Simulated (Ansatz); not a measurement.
# Does disorder add resistance in series? Li(100) layers with 50 % Nb

Two lengths of the disordered region are known. What area resistance does the third give?

**Method.** Ansatz 0.2.0, plane waves with PAW datasets at their recommended cutoffs (420 eV for most), Fermi-Dirac smearing; ballistic transmission by layer matching. The area resistance is RA = A (h/2e²)(1/T − 1/N), with T the zone-mean transmission per spin and N the lead's channels, both averaged over a few energies near the Fermi level; for magnets each spin is taken apart, with h/e², and the two conduct in parallel. Lateral cell 2x2, PBE, a fresh random draw for each length.

The runs, with one result withheld:

| length (Å) | channels N | RA (fΩ m²) |
| --- | --- | --- |
| 7.02 | 4.843 | 2.17 |
| 14.0 | 4.824 | 3.34 |
| 21.1 | 4.843 | ? |

Worked fit:

Ohm's law makes RA linear in the length: the slope is (3.34 − 2.17)/(14.0 − 7.02) = 0.166 fΩ m² per Å, or 166 µΩ cm. Then 3.34 + 0.166 × 7.02. Predicted: 4.51 fΩ m².

What the run gave:

4.71 fΩ m², so the prediction is 4.2 % too low. The three lengths together give 180 µΩ cm. The two increments are 1.2 and 1.4 fΩ m², roughly as Ohm's law has it, though with one draw for each length that is a weak test.

**Limits.** The scatterers repeat sideways with the small cell. The slope is a raw one; a model of isotropic scattering puts it 1.00 times the bulk value over these lengths. Atoms sit unrelaxed on the host's lattice, and the pair may not mix at random in practice.
